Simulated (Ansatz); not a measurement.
## Ba on Nb(100): change of the work function: cost of one run

Ansatz 0.2.0; plane-wave DFT, PBE, Ansatz PAW. The cell holds 22 atoms.

input.yaml reads:

```yaml
crystal:
  lattice:
    - [6.6, 0.0, 0.0]
    - [0.0, 6.6, 0.0]
    - [0.0, 0.0, 28.4166945888]
  atoms:
    - { symbol: Nb, position: [0.0, 0.0, 0.3167152313] }
    - { symbol: Nb, position: [0.25, 0.25, 0.3747796905] }
    - { symbol: Nb, position: [0.0, 0.0, 0.4328241756] }
[... 13 atom lines left out ...]
    - { symbol: Nb, position: [0.75, 0.75, 0.3747796905] }
    - { symbol: Nb, position: [0.5, 0.5, 0.4328241756] }
    - { symbol: Nb, position: [0.75, 0.75, 0.4924706573] }
    - { symbol: Nb, position: [0.5, 0.5, 0.5432438506] }
    - { symbol: Ba, position: [0.0, 0.0, 0.6832847687] }
    - { symbol: Ba, position: [0.5, 0.5, 0.6832847687] }
kpoints:
  mp_grid: { grid: [5, 5, 1] }
hamiltonian:
  xc: pbe
scf:
  occupations: { method: fermi_dirac, width: 0.1 }
  convergence: { dr2_threshold: 1.0e-08 }
efield:
  axis: 3
  dipole_correction: true
  ramp_position: 0.97
  ramp_width: 0.06
relax:
  f_tol: 0.02
  max_steps: 60
  constraints: [{ sites: [0, 1, 5, 6, 10, 11, 15, 16] }]
output:
  bader: true
  dos: { projected: true, e_range: [-8, 4] }
  write_potential: true
  write_density: true
  volumetric_format: npy
```

On the command line:

```sh
$ ansatz run input.yaml --threads 4 --pin off --max-ram 12288MiB --backend cpu --events-out ev --progress --plain --runs-dir out
```

The cutoff in use is 420 eV. For reference, a run of the same kind (5 atoms, 15 k-points, 39 bands and 5,307 plane waves; 46 SCF cycles) took 19 s and 0.59 GiB on the same hardware.

What time and memory should one allow on 4 threads of Arm Neoverse V1, shared host?

A cutoff of 420 eV is a sphere of radius 10.5 Å⁻¹, so a cell of 1238 Å³ holds about V·G³/6π² = 24,191 plane waves. At two electrons a band, the 280 electrons need 140 bands, and 28 more are carried. Symmetry cuts the 5×5×1 mesh from 25 to 6 points. The run has 6 k-points, 168 bands and 24,183 plane waves. Taking the work of a cycle as k-points × spins × bands × plane waves, that is 7.9 times the reference, or 2.5 min at the reference's 46 cycles. The run needed 86 SCF cycles over 9 ionic steps, which makes it about 4.6 min. One copy of the wavefunctions takes 0.36 GiB at 16 bytes a coefficient, against 0.046 GiB in the reference; grids, projectors and work arrays come on top. Measured: about 8 min, with a peak of 4.4 GiB. The run took longer than the estimate, which leaves out the steps that grow as the square of the band count.

[Logs are printed without paths, hosts, clocks, repeated set-up lines and the standing remarks that a program may print on its own settings, such as how far it seeks lower states.]

[Hosts, paths, dates, database ids (printed as entryN), source tags and the programs' standing remarks are cut or masked in the printed files.]

[Maps of the electrostatic potential energy from Ansatz leave out the sawtooth potential of an applied field or a dipole correction, so their vacuum need not be flat; planar profiles and work functions include it.]
